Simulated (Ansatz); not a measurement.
Crystal: Os.

```
Os
1.0
     2.73410    0.00000    0.00000
    -1.36705    2.36780    0.00000
     0.00000    0.00000    4.31970
Os
2
Cartesian
  1.3671 0.7893 3.2398
  0.0000 1.5785 1.0799
```

* Program: Ansatz 0.2.0
* Task: relaxation of cell and atoms
* Functional: BLYP
* Dispersion: D4
* Potentials or basis: Ansatz PAW
* Cutoff: 420 eV (not typed: the program's choice for these potentials)
* k mesh: 11 × 11 × 6
* Occupations: fermi-dirac, width 0.05 eV
* Spin: no spin polarisation

At the start: volume 13.98 Å³/atom.

Task: How do energy, volume and symmetry change on relaxing?

Result: It ends after 5 steps and the volume is 14.35 Å³/atom (+2.7 %); space group P6_3/mmc (No. 194, to 0.05 Å).

Step by step:
| step | energy change (eV) | largest force (eV/Å) | volume (Å³) |
| --- | --- | --- | --- |
| 1 | 0.0000 | 0.0000 | 27.96 |
| 2 | -0.0237 | 0.0000 | 28.78 |
| 3 | -0.0240 | 0.0000 | 28.71 |
| 4 | -0.0240 | 0.0000 | 28.71 |
| 5 | -0.0243 | 0.0000 | 28.71 |

Final structure:
```
Os
1.0
     2.75874    0.00000    0.00000
    -1.37937    2.38914    0.00000
     0.00000    0.00000    4.35543
Os
2
Cartesian
  1.3794 0.7964 3.2666
  0.0000 1.5928 1.0889
```

Caveat: the plane-wave basis is chosen anew once the cell has moved, so the energies of steps on either side of that aren't comparable; the PAW data sets come from PBE, with cores solved anew for the run's functional, which leaves a small shift of forces and pressure.
